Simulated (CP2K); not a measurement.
ZrS under changes of volume

One of the cells (18.088 Å³/atom); the others are scaled copies at fixed shape and fractional positions:

```xyz
2
Lattice="3.7123 0.0000 0.0000 1.8562 3.2150 0.0000 1.8562 1.0717 3.0311" Properties=species:S:1:pos:R:3 pbc="T T T"
Zr    0.0000    0.0000    0.0000
S     3.7123    2.1433    1.5155
```

* Program: CP2K 2026.2
* Functional: LDA
* Potentials or basis: GTH_POTENTIALS Zr GTH-PADE-q12, S GTH-PADE-q6; TZVP-MOLOPT-PBE-GTH basis
* Density cutoff: 6123 eV
* k mesh: 9 × 9 × 9
* Occupations: fermi-dirac, width 0.1 eV
* Spin: no spin polarisation

```tsv
volume (Å³/atom)	energy over the lowest point (meV/atom)	pressure (GPa)
17.003	0.00	-1.4
17.364	6.90	-4.4
17.726	20.30	-7.1
18.088	39.48	-9.5
18.450	63.78	-11.6
18.811	92.63	-13.5
19.173	?	?
```

**Question.** What does the run at 19.173 Å³/atom give?

**Answer.** Energy over the lowest point 125.52 meV/atom; pressure -15.2 GPa.

Worked out: A Birch-Murnaghan fit of order 3 (a polynomial in V^(-2/3)) to the other rows has its minimum at 16.84 Å³/atom, just outside them, with B0 = V·E''(V) = 157 GPa and B' = 4.3. It gives 125.63 meV/atom at 19.173 Å³/atom, against the run's 125.52, and -dE/dV = -15.4 GPa, against -15.2.

Energies are extrapolated to zero smearing.

Caveats: the basis of atomic orbitals isn't converged, which shifts pressures, moduli and gaps.
